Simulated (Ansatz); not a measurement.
# Molecular dynamics of Mg2H2O3

Input:

```yaml
crystal:
  lattice:
    - [-3.11585, -5.396811, 0.0]
    - [4.673775, -2.698405, 0.0]
    - [0.0, 0.0, 7.7871]
  atoms:
    - { symbol: Mg, position: [0.48631088, 0.66914557, 0.8441764] }
    - { symbol: Mg, position: [0.48787638, 0.33015491, 0.13746807] }
    - { symbol: H, position: [0.5290062, 0.38764062, 0.60007417] }
    - { symbol: H, position: [0.48102341, 0.74237906, 0.43188892] }
    - { symbol: O, position: [0.4751576, 0.3485322, 0.7103021] }
    - { symbol: O, position: [0.5091314, 0.6939695, 0.31977696] }
    - { symbol: O, position: [0.71545213, 0.48470771, 0.0033468] }
    - { symbol: Mg, position: [0.25266097, 0.1719392, 0.83920979] }
    - { symbol: Mg, position: [0.25845464, 0.8351892, 0.16751409] }
    - { symbol: H, position: [0.18468746, 0.91577713, 0.58861986] }
    - { symbol: H, position: [0.29337387, 0.18900671, 0.41066337] }
    - { symbol: O, position: [0.24998827, 0.85365185, 0.69070069] }
    - { symbol: O, position: [0.24033754, 0.17607325, 0.29344559] }
    - { symbol: O, position: [0.49335906, -2.297e-05, 0.00299721] }
    - { symbol: Mg, position: [0.03200374, 0.62845466, 0.79551096] }
    - { symbol: Mg, position: [-0.03493185, 0.32771581, 0.16451123] }
    - { symbol: H, position: [-0.0450583, 0.27404678, 0.57067745] }
    - { symbol: H, position: [0.0002166, 0.76834265, 0.36549438] }
    - { symbol: O, position: [-0.00321101, 0.29929239, 0.68905761] }
    - { symbol: O, position: [0.02644049, 0.65781018, 0.27460669] }
    - { symbol: O, position: [0.25224349, 0.50248943, -0.00675844] }
    - { symbol: Mg, position: [0.73854798, 0.12858356, 0.85987942] }
    - { symbol: Mg, position: [0.74550086, 0.80659033, 0.14603484] }
    - { symbol: H, position: [0.75555096, 0.86807654, 0.59348918] }
    - { symbol: H, position: [0.70269312, 0.10064618, 0.41957405] }
    - { symbol: O, position: [0.73007346, 0.84548539, 0.71548395] }
    - { symbol: O, position: [0.74061461, 0.15952181, 0.30870515] }
    - { symbol: O, position: [-0.01611293, 0.03954857, 0.00654285] }
basis:
  ecutwfc: 420.0
kpoints:
  mp_grid: { grid: [2, 2, 1] }
hamiltonian:
  xc: pbesol
scf:
  occupations: { method: fermi_dirac, width: 0.05 }
  lower_state_search: "off"
md:
  timestep: 0.75
  n_steps: 150
  ensemble: nvt_nose_hoover
  temperature: 1170.0
  initial_velocities: maxwell_boltzmann
  seed: 573099
  nose_hoover: { tau: 50.0, chain_length: 3 }
```

Run as:

```bash
$ ansatz run input.yaml --threads 1 --pin off --max-ram 3072MiB --backend cpu --events-out ev --progress --plain --runs-dir out
```

It goes on from the last frame of an earlier run, with new velocities.

Output, in part (step lines):

```
md step     0: t =     0.00 fs  T =  1170.0 K  F+E_penalty+E_count = -22175.10789361 eV  E_kin = 4.083323 eV  conserved = -22171.02457024 eV  (9 SCF iters)
md step     1: t =     0.75 fs  T =  1139.3 K  F+E_penalty+E_count = -22174.99288837 eV  E_kin = 3.976272 eV  conserved = -22171.01662237 eV  (8 SCF iters)
md step     2: t =     1.50 fs  T =  1112.5 K  F+E_penalty+E_count = -22174.89912669 eV  E_kin = 3.882746 eV  conserved = -22171.01643749 eV  (8 SCF iters)
md step     3: t =     2.25 fs  T =  1091.2 K  F+E_penalty+E_count = -22174.83255782 eV  E_kin = 3.808464 eV  conserved = -22171.02428507 eV  (8 SCF iters)
md step     4: t =     3.00 fs  T =  1052.7 K  F+E_penalty+E_count = -22174.69763242 eV  E_kin = 3.674034 eV  conserved = -22171.02403604 eV  (8 SCF iters)
md step     5: t =     3.75 fs  T =   996.5 K  F+E_penalty+E_count = -22174.49540693 eV  E_kin = 3.477699 eV  conserved = -22171.01854515 eV  (7 SCF iters)
md step     6: t =     4.50 fs  T =   942.6 K  F+E_penalty+E_count = -22174.30374973 eV  E_kin = 3.289827 eV  conserved = -22171.01536398 eV  (6 SCF iters)
md step     7: t =     5.25 fs  T =   904.9 K  F+E_penalty+E_count = -22174.17191779 eV  E_kin = 3.158223 eV  conserved = -22171.01599188 eV  (5 SCF iters)
[... lines left out ...]
md step   150: t =   112.50 fs  T =  1152.8 K  F+E_penalty+E_count = -22173.05507790 eV  E_kin = 4.023185 eV  conserved = -22171.02681603 eV  (9 SCF iters)
```

The steps, from the saved trajectory:

```json
{"time (fs)": "0.0", "T (K)": "1170", "potential energy less start (eV)": "0.000", "conserved less start (meV/atom)": "0.00"}
{"time (fs)": "3.8", "T (K)": "996", "potential energy less start (eV)": "0.612", "conserved less start (meV/atom)": "0.22"}
{"time (fs)": "7.5", "T (K)": "855", "potential energy less start (eV)": "1.112", "conserved less start (meV/atom)": "0.22"}
{"time (fs)": "11.2", "T (K)": "763", "potential energy less start (eV)": "1.445", "conserved less start (meV/atom)": "0.09"}
{"time (fs)": "15.0", "T (K)": "784", "potential energy less start (eV)": "1.400", "conserved less start (meV/atom)": "0.28"}
{"time (fs)": "18.8", "T (K)": "942", "potential energy less start (eV)": "0.885", "conserved less start (meV/atom)": "0.24"}
{"time (fs)": "22.5", "T (K)": "990", "potential energy less start (eV)": "0.771", "conserved less start (meV/atom)": "0.30"}
{"time (fs)": "26.2", "T (K)": "1061", "potential energy less start (eV)": "0.585", "conserved less start (meV/atom)": "0.29"}
{"time (fs)": "30.0", "T (K)": "1058", "potential energy less start (eV)": "0.666", "conserved less start (meV/atom)": "0.26"}
{"time (fs)": "33.8", "T (K)": "1068", "potential energy less start (eV)": "0.709", "conserved less start (meV/atom)": "0.25"}
{"time (fs)": "37.5", "T (K)": "1125", "potential energy less start (eV)": "0.581", "conserved less start (meV/atom)": "-0.16"}
{"time (fs)": "41.2", "T (K)": "1078", "potential energy less start (eV)": "0.833", "conserved less start (meV/atom)": "0.01"}
{"time (fs)": "45.0", "T (K)": "1027", "potential energy less start (eV)": "1.111", "conserved less start (meV/atom)": "0.39"}
{"time (fs)": "48.8", "T (K)": "1000", "potential energy less start (eV)": "1.307", "conserved less start (meV/atom)": "0.63"}
{"time (fs)": "52.5", "T (K)": "1009", "potential energy less start (eV)": "1.370", "conserved less start (meV/atom)": "0.47"}
{"time (fs)": "56.2", "T (K)": "1072", "potential energy less start (eV)": "1.242", "conserved less start (meV/atom)": "-0.02"}
{"time (fs)": "60.0", "T (K)": "1115", "potential energy less start (eV)": "1.200", "conserved less start (meV/atom)": "0.08"}
{"time (fs)": "63.8", "T (K)": "1173", "potential energy less start (eV)": "1.115", "conserved less start (meV/atom)": "0.17"}
{"time (fs)": "67.5", "T (K)": "1200", "potential energy less start (eV)": "1.136", "conserved less start (meV/atom)": "0.28"}
{"time (fs)": "71.2", "T (K)": "1201", "potential energy less start (eV)": "1.256", "conserved less start (meV/atom)": "0.66"}
{"time (fs)": "75.0", "T (K)": "1246", "potential energy less start (eV)": "1.192", "conserved less start (meV/atom)": "0.28"}
{"time (fs)": "78.8", "T (K)": "1217", "potential energy less start (eV)": "1.377", "conserved less start (meV/atom)": "0.21"}
{"time (fs)": "82.5", "T (K)": "1117", "potential energy less start (eV)": "1.803", "conserved less start (meV/atom)": "0.32"}
{"time (fs)": "86.2", "T (K)": "1002", "potential energy less start (eV)": "2.273", "conserved less start (meV/atom)": "0.50"}
{"time (fs)": "90.0", "T (K)": "1008", "potential energy less start (eV)": "2.313", "conserved less start (meV/atom)": "0.52"}
{"time (fs)": "93.8", "T (K)": "1140", "potential energy less start (eV)": "1.896", "conserved less start (meV/atom)": "-0.01"}
{"time (fs)": "97.5", "T (K)": "1252", "potential energy less start (eV)": "1.568", "conserved less start (meV/atom)": "0.17"}
{"time (fs)": "101.2", "T (K)": "1304", "potential energy less start (eV)": "1.446", "conserved less start (meV/atom)": "0.52"}
{"time (fs)": "105.0", "T (K)": "1262", "potential energy less start (eV)": "1.645", "conserved less start (meV/atom)": "0.81"}
{"time (fs)": "108.8", "T (K)": "1191", "potential energy less start (eV)": "1.915", "conserved less start (meV/atom)": "0.58"}
{"time (fs)": "112.5", "T (K)": "1153", "potential energy less start (eV)": "2.053", "conserved less start (meV/atom)": "-0.08"}
```

All steps were run. The conserved energy stayed within 0.88 meV per atom of its start (net change -0.08 meV per atom), so there is no drift, though single steps change it by up to 21 meV in the whole system, a sign of fast motions only just resolved. A run of 0.11 ps of so small a system gives no equilibrium averages. Limits of this set-up: coarse k mesh.

Mean squared displacements from the first frame to the last, about the centre of mass: Mg 0.09 Å², H 0.75 Å², O 0.15 Å².

Last frame:

```xyz
28
Lattice="-3.1159 -5.3968 0.0000 4.6738 -2.6984 0.0000 0.0000 0.0000 7.7871" Properties=species:S:1:pos:R:3
Mg 1.537 -4.685 6.240
Mg -0.022 -3.587 1.102
H -0.064 -3.351 4.192
H 2.083 -4.096 3.402
O 0.049 -3.824 5.099
O 1.478 -4.336 2.724
O 0.189 -5.203 -0.029
Mg -0.093 -2.047 6.284
Mg 3.134 -3.576 1.386
H 3.395 -3.269 4.652
H 0.037 -0.561 2.780
O 3.204 -3.631 5.543
O -0.170 -1.495 2.985
O -1.517 -2.687 -0.007
Mg 2.946 -1.884 6.649
Mg 1.713 -0.596 1.170
H 1.413 -1.278 4.693
H 2.770 -1.465 3.018
O 1.586 -1.013 5.655
O 3.218 -1.539 2.114
O 1.722 -2.654 0.125
Mg -1.729 -4.579 6.538
Mg 1.646 -5.993 1.080
H 1.147 -6.051 4.446
H -2.054 -4.403 3.160
O 1.637 -6.360 5.226
O -1.608 -4.375 2.266
O 0.007 0.114 0.074
```

Run time: 11 min on 1 thread of Arm Neoverse V2 (shared host), peak memory 0.56 GiB.
